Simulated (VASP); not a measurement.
# BN (R3m) in VASP: further runs

One crystal, BN, is run at these levels: PBEsol+D3(BJ); tasks: single point, relaxation of cell and atoms.

Everything below comes from runs of VASP 6.6.1. Logs are shortened: lines on timing, memory, paths and dates and some standing lists are left out, and cuts for length are marked.

### 1 The structure

Symmetry: R3m, No. 160, trigonal system. Conventional cell: a = 2.500 Å, b = 2.500 Å, c = 9.561 Å, α = 90.00°, β = 90.00°, γ = 120.00°. Around B (site symmetry 3m) lie 3 N at 1.44 Å. N (site symmetry 3m) is surrounded by 3 B at 1.44 Å.

The cell is a database's computed one.

### 2 Single point, PBEsol+D3(BJ)

The input, INCAR:

```
SYSTEM = BN
PREC = Accurate ; ENCUT = 520
EDIFF = 1E-6 ; ISMEAR = 0
SIGMA = 0.02 ; LREAL = .FALSE.
LASPH = .TRUE. ; NELM = 100
ALGO = Normal ; ISIF = 2
LWAVE = .FALSE. ; LCHARG = .FALSE.
GGA = PS ; IVDW = 12
NBANDS = 11
```

The input, KPOINTS:

```
Automatic mesh
0
G
  12 12 12
  0 0 0
```

The input, POSCAR:

```
BN
1.0
    1.2500060059      0.7216913040      3.1869518315
   -1.2500060059      0.7216913040      3.1869518315
    0.0000000000     -1.4433826080      3.1869518315
B N
1 1
Direct
    0.9997747165      0.9997747165      0.9997747165
    0.3326582835      0.3326582835      0.3326582835
```

Potentials or basis: VASP PAW PBE potentials, release 64 (B, N).

Started as:

```sh
> cat potpaw_PBE.64/B/POTCAR potpaw_PBE.64/N/POTCAR > POTCAR
> mpirun -np 1 vasp_std > vasp.out
```

OUTCAR:

```text
SYSTEM = BN
   PREC = Accurate
   ENCUT = 520
   EDIFF = 1E-6
   ISMEAR = 0
   LREAL = .FALSE.
   LASPH = .TRUE.
   NELM = 100
   ISIF = 2
   GGA = PS
   IVDW = 12
 IVDW          = 12

 ion  position               nearest neighbor table
   1  1.000  1.000  1.000-   2 1.44   2 1.44   2 1.44
   2  0.333  0.333  0.333-   1 1.44   1 1.44   1 1.44

  LATTYP: Found a trigonal (rhomboedric) cell.
 ALAT       =     3.4985733277
 COS(alpha) =     0.7446874088

  Lattice vectors:

 A1 = (   1.2500060059,   0.7216913040,   3.1869518315)
 A2 = (  -1.2500060059,   0.7216913040,   3.1869518315)
 A3 = (   0.0000000000,  -1.4433826080,   3.1869518315)

Analysis of symmetry for initial positions (statically):
=====================================================================
 Subroutine PRICEL returns:
 Original cell was already a primitive cell.

 Routine SETGRP: Setting up the symmetry group for a
 trigonal (rhombohedral) supercell.

 Subroutine GETGRP returns: Found  6 space group operations
 (whereof  6 operations were pure point group operations)
 out of a pool of 12 trial point group operations.

The static configuration has the point symmetry C_3v.

Analysis of symmetry for dynamics (positions and initial velocities):
=====================================================================
 Subroutine PRICEL returns:
 Original cell was already a primitive cell.

 Routine SETGRP: Setting up the symmetry group for a
 trigonal (rhombohedral) supercell.

 Subroutine GETGRP returns: Found  6 space group operations
 (whereof  6 operations were pure point group operations)
 out of a pool of 12 trial point group operations.

The dynamic configuration has the point symmetry C_3v.

 Subroutine INISYM returns: Found  6 space group operations
 (whereof  6 operations are pure point group operations),
 and found     1 'primitive' translations

----------------------------------------------------------------------------------------

                                     Primitive cell

  volume of cell :      17.2500

  direct lattice vectors                    reciprocal lattice vectors
     1.250006006  0.721691304  3.186951832     0.399998078  0.230938998  0.104593151
    -1.250006006  0.721691304  3.186951832    -0.399998078  0.230938998  0.104593151
     0.000000000 -1.443382608  3.186951832     0.000000000 -0.461877996  0.104593151

  length of vectors
     3.498573328  3.498573328  3.498573328     0.473572603  0.473572603  0.473572603

  position of ions in fractional coordinates (direct lattice)
     0.999774716  0.999774716  0.999774716
     0.332658284  0.332658284  0.332658284

  ion indices of the primitive-cell ions
   primitive index   ion index
[... 87 lines left out ...]
   EMIN   =  10.00;   EMAX   =-10.00  energy-range for DOS
   EFERMI =   0.00;   METHOD = LEGACY
   ISMEAR =     0;   SIGMA  =   0.02  broadening in eV -4-tet -1-fermi 0-gaus
   EFERMI_NEDOS =   21; number of points for ismear=-14 and -15
   IALGO  =     38    algorithm
   IMIX   =      4    mixing-type and parameters
     AMIX     =   0.40;   BMIX     =  1.00
     AMIX_MAG =   1.60;   BMIX_MAG =  1.00
  volume/ion in A,a.u.               =       8.63        58.20
  Fermi-wavevector in a.u.,A,eV,Ry     =   1.267189  2.394640 21.847799  1.605768
  Thomas-Fermi vector in A             =   2.400350
   LORBIT       =      0    0 simple, 1 ext, 2 COOP (PROOUT), +10 PAW based schemes
   GGA     = PS    functional components
   LHFCALC =     F    Hartree Fock is set to
   AEXX    =    0.0000 exact exchange contribution
   IVDW    =    12    specifies the selected vdW correction
   LEPSILON=     F    determine dielectric tensor
   LRPA    =     F    only Hartree local field effects (RPA)
 non-spin polarized calculation
 Gauss-broadening in eV      SIGMA  =   0.02
  energy-cutoff  :      520.00
  volume of cell :       17.25
 maximum number of plane-waves:       477
 NGX is ok and might be reduce to    28
   NGX = 13   NGY = 13   NGZ = 13

 number of electron       8.0000000 magnetization

 Free energy of the ion-electron system (eV)
  ---------------------------------------------------
  ext. energy  EPLUGINS =         0.00000000
  ---------------------------------------------------
  free energy    TOTEN  =       -18.27689943 eV

  energy without entropy =      -18.27689943  energy(sigma->0) =      -18.27689943

 E-fermi :   2.6235     XC(G=0): -10.5961

 val. band max:        2.5406642134   @ k =  -0.3333   0.2500  -0.0000
 cond. band min:       6.5728128980   @ k =   0.5000   0.5000   0.0000
 fundamental gap:      4.0321486846
 Fermi energy:         2.6235422387

 k-point     1 :       0.0000    0.0000    0.0000
  band No.  band energies     occupation
      1     -15.2994      2.00000
      2      -1.3473      2.00000
      3       1.2780      2.00000
      4       1.2780      2.00000
      5       7.8524      0.00000
      6      14.2072      0.00000
      7      14.2072      0.00000
      8      15.7631      0.00000
      9      17.5936      0.00000
     10      28.3870      0.00000
     11      31.3142      0.00000
[... 309 lines left out ...]
 k-point    24 :      -0.4167    0.1667   -0.0000
  band No.  band energies     occupation
      1     -11.7556      2.00000
      2      -6.1298      2.00000
      3      -2.8640      2.00000
      4       2.2624      2.00000
      5       7.7096      0.00000
      6      14.0267      0.00000
      7      16.1461      0.00000
      8      16.9990      0.00000
      9      20.7662      0.00000
     10      23.7644      0.00000
     11      26.2026      0.00000

 [... further k-points ...]

------------------------ aborting loop because EDIFF is reached ----------------------------------------

 Edisp (eV)   -0.21102

 E8    (eV) :    -0.1053

  FORCE on cell =-STRESS in cart. coord.  units (eV):
  Direction    XX          YY          ZZ          XY          YZ          ZX
  --------------------------------------------------------------------------------------
  -------------------------------------------------------------------------------------
  Total       0.06051     0.06051    -0.01410     0.00000     0.00000     0.00000
  in kB       5.62010     5.62010    -1.30956     0.00000     0.00000     0.00000
  external pressure =        3.31 kB  Pullay stress =        0.00 kB

 VOLUME and BASIS-vectors are now :
 -----------------------------------------------------------------------------
  energy-cutoff  :      520.00
  volume of cell :       17.25
      direct lattice vectors                 reciprocal lattice vectors
     1.250006006  0.721691304  3.186951832     0.399998078  0.230938998  0.104593151
    -1.250006006  0.721691304  3.186951832    -0.399998078  0.230938998  0.104593151
     0.000000000 -1.443382608  3.186951832     0.000000000 -0.461877996  0.104593151

 POSITION                                       TOTAL-FORCE (eV/Angst)
 -----------------------------------------------------------------------------------
      0.00000      0.00000      9.55870         0.000000      0.000000      0.000323
      0.00000      0.00000      3.18050         0.000000     -0.000000     -0.000323
 -----------------------------------------------------------------------------------
    total drift:                                0.000000     -0.000000      0.000070

  FREE ENERGIE OF THE ION-ELECTRON SYSTEM (eV)
  ---------------------------------------------------
  free  energy   TOTEN  =       -18.4879204876 eV

  energy  without entropy=      -18.4879204876  energy(sigma->0) =      -18.48792049
```

OSZICAR:

```text
N       E                     dE             d eps       ncg     rms          rms(c)
DAV:   1     0.126788049797E+02    0.12679E+02   -0.46565E+03  4238   0.690E+02
DAV:   2    -0.192327610271E+02   -0.31912E+02   -0.30687E+02  4935   0.162E+02
DAV:   3    -0.199749182819E+02   -0.74216E+00   -0.74112E+00  4999   0.226E+01
DAV:   4    -0.199769465956E+02   -0.20283E-02   -0.20283E-02  4615   0.131E+00
DAV:   5    -0.199769539937E+02   -0.73980E-05   -0.73980E-05  5029   0.708E-02    0.781E+00
DAV:   6    -0.184710624439E+02    0.15059E+01   -0.48208E+00  4726   0.121E+01    0.364E+00
DAV:   7    -0.183171218108E+02    0.15394E+00   -0.22659E-01  4929   0.352E+00    0.218E+00
DAV:   8    -0.182767452467E+02    0.40377E-01   -0.10076E-01  4983   0.196E+00    0.240E-01
DAV:   9    -0.182767214112E+02    0.23835E-04   -0.22225E-03  4593   0.386E-01    0.129E-01
DAV:  10    -0.182768880772E+02   -0.16667E-03   -0.30810E-04  4700   0.134E-01    0.210E-02
DAV:  11    -0.182768996251E+02   -0.11548E-04   -0.23331E-05  4907   0.331E-02    0.171E-02
DAV:  12    -0.182768994322E+02    0.19289E-06   -0.51765E-06  4637   0.149E-02
   1 F= -.18487920E+02 E0= -.18487920E+02  d E =-.273631E-11
```

stdout:

```text
POSCAR found type information on POSCAR B N
 POSCAR found :  2 types and       2 ions
 scaLAPACK will be used
 -----------------------------------------------------------------------------
|                                                                             |
|                                                                             |
|     You enforced a specific xc type in the INCAR file but a different       |
|     I HOPE YOU KNOW WHAT YOU ARE DOING!                                     |
|                                                                             |
 -----------------------------------------------------------------------------

 LDA part: xc-table for (Slater+PW92), standard interpolation
 POSCAR, INCAR and KPOINTS ok, starting setup
 FFT: planning ... GRIDC
 FFT: planning ... GRID_SOFT
 FFT: planning ... GRID
 WAVECAR not read
 entering main loop
```

It took 60 s on 1 thread of Intel Xeon Platinum 8488C (Sapphire Rapids), shared host; peak memory 0.18 GiB.

Results:

```
Free energy                : -18.4879 eV
Pressure                   : 0.3 GPa
Band gap on the k mesh     : 4.03 eV, indirect (least direct gap 4.66 eV)
Dispersion energy per atom : -0.106 eV
```

Caveat: the PAW data sets were made with another functional, which shifts forces and pressure a little. A k mesh can miss the band edges.

### 3 Relaxation of cell and atoms, PBEsol+D3(BJ)

This run uses another cell than the first one, of 9.14 Å³/atom, 1.060 times its volume.

The input, INCAR:

```
ALGO = Fast
EDIFF = 1E-6
EDIFFG = -0.002
ENCUT = 600
GGA = PS
IBRION = 2
ISIF = 3
ISMEAR = 0
IVDW = 12
LASPH = T
LCHARG = F
LREAL = F
LWAVE = F
NELM = 100
NSW = 100
PREC = Accurate
SIGMA = 0.02
```

The input, KPOINTS:

```
k-points
0
Gamma
  12 12 12
```

The input, POSCAR:

```
BN
1.0
    1.2511217832      0.7223354983      3.3729344033
   -1.2511217832      0.7223354983      3.3729344033
    0.0000000000     -1.4446709967      3.3729344033
B N
1 1
Direct
    0.9996712000      0.9996712000      0.9996712000
    0.3327618000      0.3327618000      0.3327618000
```

Potentials or basis: VASP PAW PBE potentials, release 64 (B, N).

Started as:

```sh
> cat potpaw_PBE.64/B/POTCAR potpaw_PBE.64/N/POTCAR > POTCAR
> mpirun -np 1 vasp_std > vasp.out
```

Wall time 8.4 min (1 thread of Intel Xeon Platinum 8488C (Sapphire Rapids), shared host); peak memory 0.2 GiB.

Results (log left out):

| Item | Value |
| --- | --- |
| Free energy | -18.4936 eV |
| Relaxed volume | 8.55 Å³/atom |
| Relaxed cell | a = 3.472 Å, b = 3.472 Å, c = 3.472 Å, α = 42.21°, β = 42.21°, γ = 42.21° |
| Space group after relaxing (to 0.05 Å) | R3m (No. 160) |
| Energy gained by relaxing | 3.4 meV/atom |
| Ionic steps | 24 |
| Pressure after relaxing | 0.0 GPa |
| Band gap on the k mesh | 4.00 eV, indirect (least direct gap 4.66 eV) |
| Dispersion energy per atom | -0.106 eV |

Step by step:
```tsv
step	energy change (eV)	largest force (eV/Å)	pressure (GPa)	volume (Å³)
1	0.0000	0.0027	-0.88	18.29
2	-0.0007	0.0020	0.24	18.16
3	-0.0008	0.0035	0.57	18.11
4	-0.0011	0.0046	0.51	18.09
5	-0.0020	0.0078	0.32	18.00
6	-0.0037	0.0148	-0.05	17.84
7	-0.0058	0.0299	-0.83	17.51
8	-0.0042	0.0685	-2.24	16.85
9	-0.0063	0.0398	-1.25	17.32
10	-0.0067	0.0302	-0.33	17.16
11	-0.0067	0.0287	-0.23	17.14
12	-0.0067	0.0260	0.06	17.09
13	-0.0067	0.0268	-0.05	17.10
14	-0.0067	0.0266	-0.02	17.10
15	-0.0067	0.0263	0.01	17.09
16	-0.0068	0.0156	-0.01	17.10
17	-0.0068	0.0029	-0.03	17.10
18	-0.0068	0.0010	-0.04	17.10
19	-0.0068	0.0007	-0.04	17.10
20	-0.0068	0.0001	-0.03	17.10
21	-0.0068	0.0005	0.03	17.10
22	-0.0068	0.0008	0.07	17.10
23	-0.0068	0.0006	0.04	17.10
24	-0.0068	0.0005	0.03	17.10
```

Final structure:
```
B N
1.0
     1.25032    0.72187    3.15765
    -1.25032    0.72187    3.15765
     0.00000   -1.44374    3.15765
B N
1 1
Direct
  0.99981 0.99981 0.99981
  0.33263 0.33263 0.33263
```

Levels at points of the mesh, in eV from the valence-band top:
| k point | band 1 | band 2 | band 3 | band 4 | band 5 | band 6 | band 7 | band 8 |
| --- | --- | --- | --- | --- | --- | --- | --- | --- |
| (0.00, 0.00, 0.00) | -17.86 | -3.83 | -1.27 | -1.27 | 5.37 | 11.65 | 11.65 | 13.21 |
| (0.50, 0.00, 0.00) | -14.57 | -9.02 | -4.06 | -0.51 | 5.29 | 9.99 | 13.18 | 15.54 |
| (0.50, 0.50, 0.00) | -14.46 | -8.82 | -4.17 | -1.35 | 4.00 | 9.78 | 14.55 | 18.43 |
| (0.50, 0.50, 0.50) | -17.43 | -6.56 | -1.31 | -1.31 | 10.70 | 11.53 | 11.53 | 12.60 |

Caveat: the PAW data sets were made with another functional, which shifts forces and pressure a little. A k mesh can miss the band edges.
